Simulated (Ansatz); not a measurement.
# Rb on Al (Aluminum) (111)

This session takes Al (Aluminum) and sets out to prepare the clean (111) slab, then compare the adsorption sites of Rb.

Program: Ansatz 0.2.0. Level of theory: DFT RPBE, scalar-relativistic, plane waves, PAW. These are calculated values, not measurements.

1 further run of the same task is left out (set aside as unsound or not needed).

## 1. Starting point

Symmetry: Fm-3m, No. 225, cubic system. The conventional cell has a = 4.066 Å, b = 4.066 Å, c = 4.066 Å, α = 90.00°, β = 90.00°, γ = 90.00°. Al (site symmetry m-3m) has 12 Al at 2.88 Å as nearest neighbours.

Structure file:

```
Al
1.0
     0.00000    2.03311    2.03311
     2.03311    0.00000    2.03311
     2.03311    2.03311    0.00000
Al
1
Cartesian
  0.0000 0.0000 0.0000
```

This cell was relaxed beforehand with the same method: volume 16.81 Å³/atom, gap on the mesh none (metal).

## 2. Cutting the slab

Planes are indexed in the bulk's conventional cell (Fm-3m (No. 225)), a = 4.066 Å, b = 4.066 Å, c = 4.066 Å, α = 90.00°, β = 90.00°, γ = 90.00°.

A (111) slab, 7.0 Å thick as cut, with 17 Å of vacuum; its outer planes are Al (top) and Al (bottom).

The slab as cut. Layers, bottom to top:

| plane | atoms per cell | height over the lowest (Å) |
| --- | --- | --- |
| 1 | Al3 | 0.00 |
| 2 | Al3 | 2.35 |
| 3 | Al3 | 4.70 |
| 4 | Al3 | 7.04 |

## 3. The clean surface, relaxed

Input file input.yaml:

```yaml
crystal:
  lattice:
    - [4.9800821382, 0.0, 0.0]
    - [-2.4900410691, 4.3128776446, 0.0]
    - [0.0, 0.0, 24.0428997015]
  atoms:
    - { symbol: Al, position: [0.0, 0.3333333333, 0.3535347277] }
    - { symbol: Al, position: [0.3333333333, 0.0, 0.3535347277] }
    - { symbol: Al, position: [0.6666666667, 0.6666666667, 0.3535347277] }
    - { symbol: Al, position: [0.3333333333, 0.3333333333, 0.4511782426] }
    - { symbol: Al, position: [0.6666666667, 0.0, 0.4511782426] }
    - { symbol: Al, position: [0.0, 0.6666666667, 0.4511782426] }
    - { symbol: Al, position: [0.6666666667, 0.3333333333, 0.5488217574] }
    - { symbol: Al, position: [0.0, 0.0, 0.5488217574] }
    - { symbol: Al, position: [0.3333333333, 0.6666666667, 0.5488217574] }
    - { symbol: Al, position: [0.0, 0.3333333333, 0.6464652723] }
    - { symbol: Al, position: [0.3333333333, 0.0, 0.6464652723] }
    - { symbol: Al, position: [0.6666666667, 0.6666666667, 0.6464652723] }
basis:
  ecutwfc: 420
kpoints:
  mp_grid: { grid: [6, 6, 1] }
hamiltonian:
  xc: rpbe
scf:
  occupations: { method: gaussian, width: 0.1 }
output:
  forces: true
  eigenvalues: true
relax:
  adjacent_minimum: "off"
  f_tol: 0.03
  max_steps: 70
  constraints: [{ sites: [0, 1, 2, 3, 4, 5] }]
efield:
  axis: 3
  dipole_correction: true
```

On the command line:

```sh
ansatz run input.yaml --threads 1 --pin off --max-ram 2560MiB --backend cpu --events-out ev --progress --plain --runs-dir out
```

Further runs follow: start: Rb, top (Al); start: Rb, hollow (nearest Al); Rb put at a bridge (Al-Al) site.

Q: Predict the outcome of this session. Wanted: clean slab: work function; Rb: lowest end.

As calculated:

| quantity | value |
| --- | --- |
| clean slab: work function | 3.90 eV |
| Rb: lowest end | from the top (Al) start, 1 bonded, 3.17 Å high |

In words: It lowers the work function by 1.76 eV, as a dipole layer with its positive end outwards does. A start on a symmetric site keeps its symmetry, so an end may be a saddle point and not a minimum. In some runs the vacuum holds more charge than the dipole correction wants, so vacuum levels can be off.
